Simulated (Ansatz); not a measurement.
# InAs (F-43m) in Ansatz: settings compared

Aim: see how the results for InAs move with the level of theory and the settings. Levels: PBE, PBE+D3(BJ). Tasks: single point, relaxation of cell and atoms.

All numbers are computed with Ansatz 0.2.0; they aren't measurements. Logs are shortened: lines on timing, memory, paths and dates and some standing lists are left out, and cuts for length are marked.

**Experimental background.**

A printed reference work, data compilation reports, for a bulk crystal of InAs at 4.2 K: band gap 0.418 eV (direct).

The results are compared with them further down.

### 1 The crystal as given

The structure is cubic, space group F-43m (No. 216). Conventional cell: a = 6.036 Å, b = 6.036 Å, c = 6.036 Å, α = 90.00°, β = 90.00°, γ = 90.00°. In (site symmetry -43m) is surrounded by 4 As at 2.61 Å. As (site symmetry -43m) has 4 In at 2.61 Å as nearest neighbours.

### 2 Single point, PBE

File input.yaml:

```yaml
crystal:
  lattice:
    - [0.0, 3.018, 3.018]
    - [3.018, 0.0, 3.018]
    - [3.018, 3.018, 0.0]
  atoms:
    - { symbol: In, position: [0.0, 0.0, 0.0] }
    - { symbol: As, position: [0.75, 0.75, 0.75] }
hamiltonian:
  xc: pbe
  pseudopotentials: { kind: paw }
kpoints:
  mp_grid: { grid: [8, 8, 8] }
scf:
  occupations: { method: gaussian, width: 0.028 }
output:
  forces: true
  stress: true
  eigenvalues: true
```

Potentials or basis: Ansatz PAW.

Run with:

```
ansatz run input.yaml --threads 2 --pin off --max-ram 5632MiB --backend cpu --events-out ev --progress --plain --runs-dir out
```

The log of the run:

```text
Warning: RAYON_NUM_THREADS=2 ignored (pool sized by the plan → 2); use --threads N
Engine: ansatz 0.2.0, x86_64-unknown-linux-gnu
Pseudopotentials: kind: paw
Pseudopotential: In, paw, valence charge 13, recommended cutoff 420 eV (normal), In.paw.azcp
Pseudopotential: As, paw, valence charge 15, recommended cutoff 420 eV (normal), As.paw.azcp
Functional definition: PBE
  parameter kappa = 0.804
  parameter beta = 0.06672455060314922
  exchange = pbe_x(kappa = kappa, mu = beta*pi^2/3)
  correlation = pbe_c(beta = beta)
Crystal: 2 atoms, lattice volume = 54.978 Å³
Basis set: ecut = 420 eV, 1067 PW (Γ), exchange–correlation on 60×60×60 points (8 copies of the dense FFT grid, shifted against one another)
Bands: 18, of which v1, the nominal top of the filled ones, is band 14 counted from 1 (13 counted from 0)
Symmetry: 24 space group operations
Space group: F-43m (ITA 216), of the structure as read, at distance tolerance 3.8e-5 Å
k-points: 29 of 512 (time reversal used)
Non-local potential: In, projectors of the file, l = 0: 2, l = 1: 2, l = 2: 2, l = 3: 2
Non-local potential: As, projectors of the file, l = 0: 2, l = 1: 2, l = 2: 3, l = 3: 1
PAW form: soft (Blöchl's): semilocal exchange-correlation on the pseudo side does not see the compensation charge
PAW one-centre angular grid: In, 590 points (default); XC on 64 Gauss nodes
PAW one-centre angular grid: As, 590 points (default); XC on 64 Gauss nodes
Initial density: superposition of atomic densities (neutral atoms: chi_scale 0, normalization atom), corrected by the library's trained network
Initial wavefunctions: pseudopotential atomic-orbital guess
Functional: x = pbe(κ = 0.804, μ = 0.2195149727645171), c = pbe(β = 0.06672455060314922)
SCF iter   1: F=—  HF=-10454.415945 eV  |F-HF|=—  |Δ(HF+E_count)|=         —  Δρ=2.35e-3  dr2=6.53e-3  ethr=1.77e-3  ⟨swp⟩=6.1  Hψ=2532  notcnv=0
preconditioner: auto → none  [insulator: Δε(μ)=0.941 eV  Ē_g=14.778 eV  σ=0.028 eV  W_gap=0.67  n_scr=14 (ndim 8)  ℏωp=21.2 eV  f_vac=0.106  D(μ)=0.22/eV (n_scr^D=0)  ε∞_Penn≈3.1]
SCF iter   2: F=—  HF=-10454.413129 eV  |F-HF|=—  |Δ(HF+E_count)|=   2.82e-3  Δρ=9.80e-4  dr2=5.39e-4  ethr=2.33e-5  ⟨swp⟩=2.0  Hψ=1131  notcnv=0
SCF iter   3: F=—  HF=-10454.413016 eV  |F-HF|=—  |Δ(HF+E_count)|=   1.13e-4  Δρ=2.84e-4  dr2=5.12e-5  ethr=1.92e-6  ⟨swp⟩=2.0  Hψ=784  notcnv=0
SCF iter   4: F=—  HF=-10454.413054 eV  |F-HF|=—  |Δ(HF+E_count)|=   3.78e-5  Δρ=1.03e-4  dr2=6.02e-6  ethr=1.83e-7  ⟨swp⟩=2.0  Hψ=638  notcnv=0
SCF iter   5: F=—  HF=-10454.413063 eV  |F-HF|=—  |Δ(HF+E_count)|=   8.26e-6  Δρ=3.12e-5  dr2=5.96e-7  ethr=2.15e-8  ⟨swp⟩=2.0  Hψ=929  notcnv=0
SCF iter   6: F=-10454.413062 eV  HF=-10454.413062 eV  |F-HF|=3.94e-9  |Δ(HF+E_count)|=   9.24e-8  Δρ=4.64e-6  dr2=9.20e-9  ethr=3.57e-10  ⟨swp⟩=6.1  Hψ=2458  notcnv=0
SCF 1 converged in 6 iterations: F = -10454.413062 eV  dr2 = 9.20e-9
SCF converged after 6 iterations
Free energy (F): -10454.413062 eV
Harris-Foulkes:  -10454.413062 eV  (|F-HF|=3.94e-9)
Internal energy: -10454.412978 eV  (E = F + TS)
E sigma→0 (E₀):  -10454.413020 eV
Entropy (-TS):   -0.000084 eV (-0.042 meV/atom)
Fermi energy:    7.930587 eV
--- Per-component energies (eV) ---
  E_band       = -309.881793
  E_kinetic    = 347.392320
  E_local      = -3267.659862  (includes V_loc(G=0)·N_el)
  E_nonlocal   = -303.267013
  E_hartree    = 1582.485611
  E_xc         = -294.805806
  E_vxc        = -178.993057  (∫ρ·V_xc dr)
  E_paw        = -5990.758844  (= ΣΔE_a)
  E_vpaw       = -72.330281  (= ΣTr[D̂ρ^β])
  E_aug_tail   = 0.000035  (compensation charges beyond the density's cutoff)
  E_ewald      = -2527.799418
  E_smearing   = -0.000084  (= −TS)
  E_closure    = 0.000000  (closes the sum)
  Σ components = -10454.413062   (vs F -10454.413062, Δ=0.00e0)
--- Forces (eV/Å), atoms counted from 1 ---
  atom   1  In    -0.00000000     0.00000000    -0.00000000
  atom   2  As     0.00000000    -0.00000000     0.00000000
  max |Σ_I F_I| component: 2.01e-16 eV/Å
--- Stress (GPa, compression-positive) ---
        4.292025       0.000000      -0.000000
        0.000000       4.292025       0.000000
       -0.000000       0.000000       4.292025
  P = ⅓ Tr σ = 4.2920 GPa (42.920 kbar)
--- Band table (eV; the first three rows and the last of 29) ---
  k-point 0: bands = ["-27.0528", "-27.0528", "-27.0528", "-27.0447", "-27.0447", "-6.4759", "-6.4759", "-6.4759", "-6.3479", "-6.3479", "-3.9771", "7.7517", "7.9221", "7.9221", "7.9221", "11.8424", "11.8424", "11.8424"]
  k-point 1: bands = ["-27.0528", "-27.0528", "-27.0528", "-27.0447", "-27.0447", "-6.4967", "-6.4699", "-6.4699", "-6.3480", "-6.3480", "-3.8140", "6.0425", "7.7286", "7.7286", "9.0419", "11.9983", "12.1243", "12.1243"]
  k-point 2: bands = ["-27.0528", "-27.0527", "-27.0527", "-27.0447", "-27.0447", "-6.5434", "-6.4570", "-6.4570", "-6.3467", "-6.3467", "-3.3673", "4.2190", "7.3476", "7.3476", "9.1850", "12.5596", "12.5596", "13.1050"]
  k-point 28: bands = ["-27.0528", "-27.0528", "-27.0523", "-27.0447", "-27.0444", "-6.6394", "-6.4244", "-6.4001", "-6.3636", "-6.3398", "-1.8933", "2.2131", "4.9524", "5.0343", "12.1613", "12.2211", "12.9436", "14.0176"]
```

It took 1.7 s on 2 threads of Intel Xeon at 2.70GHz, shared host; peak memory 0.37 GiB.

What came out:

```
Free energy            : -10454.4131 eV
Pressure               : 4.3 GPa
Band gap on the k mesh : none (metal or under the smearing width)
```

Caveat: this crystal is a semiconductor, whose small gap the functional closes, so the metal is an error of the method.

### 3 Relaxation of cell and atoms, PBE+D3(BJ)

input.yaml, as its differences from that of step 2:

```diff
@@ -11,2 +11,3 @@
   pseudopotentials: { kind: paw }
+  dispersion: d3bj
 kpoints:
@@ -14,3 +15,3 @@
 scf:
-  occupations: { method: gaussian, width: 0.028 }
+  occupations: { method: fermi_dirac, width: 0.05 }
 output:
@@ -18,2 +19,5 @@
   stress: true
-  eigenvalues: true
+relax:
+  f_tol: 0.01
+  max_steps: 40
+  cell: { stress_tol: 0.05 }
```

Potentials or basis: Ansatz PAW.

Run with:

```
ansatz run input.yaml --threads 2 --pin off --max-ram 5632MiB --backend cpu --events-out ev --progress --plain --runs-dir out
```

It took 8.8 s on 2 threads of Intel Xeon at 2.70GHz, shared host; peak memory 0.39 GiB.

The run converged. Its results:

```yaml
Free_energy: -10455.0776 eV
Relaxed_volume: 28.56 Å³/atom
Relaxed_cell: a = 4.323 Å, b = 4.323 Å, c = 4.323 Å, α = 60.00°, β = 60.00°, γ = 60.00°
Space_group_after_relaxing_to_0.05_Å: F-43m (No. 216)
Energy_gained_by_relaxing: 6.9 meV/atom
Ionic_steps: 4
Pressure_after_relaxing: 0.0 GPa
```

The path:
| step | energy change (eV) | largest force (eV/Å) | volume (Å³) |
| --- | --- | --- | --- |
| 1 | 0.0000 | 0.0000 | 54.98 |
| 2 | -0.0119 | 0.0000 | 57.75 |
| 3 | -0.0134 | 0.0000 | 57.12 |
| 4 | -0.0138 | 0.0000 | 57.12 |

Final structure:
```
CELL_PARAMETERS angstrom
0.00000 3.05661 3.05661
3.05661 0.00000 3.05661
3.05661 3.05661 0.00000
ATOMIC_POSITIONS crystal
In 0.00000 0.00000 0.00000
As 0.75000 0.75000 0.75000
```

Caveat: the plane-wave basis is chosen anew once the cell has moved, so the energies of steps on either side of that aren't comparable. Zero-point motion and thermal expansion aren't in these numbers.

### 4 Against experiment

Step 2. A measured gap of InAs is 0.418 eV (direct; 4.2 K; a printed reference work, data compilation); the calculated 0.00 eV misses it by -0.42 eV. Spin-orbit coupling on As, In is left out. The value is that of PBE on a finite k mesh, which can miss the band edges, without temperature or zero-point motion. Semilocal functionals fall short of measured gaps as a rule.
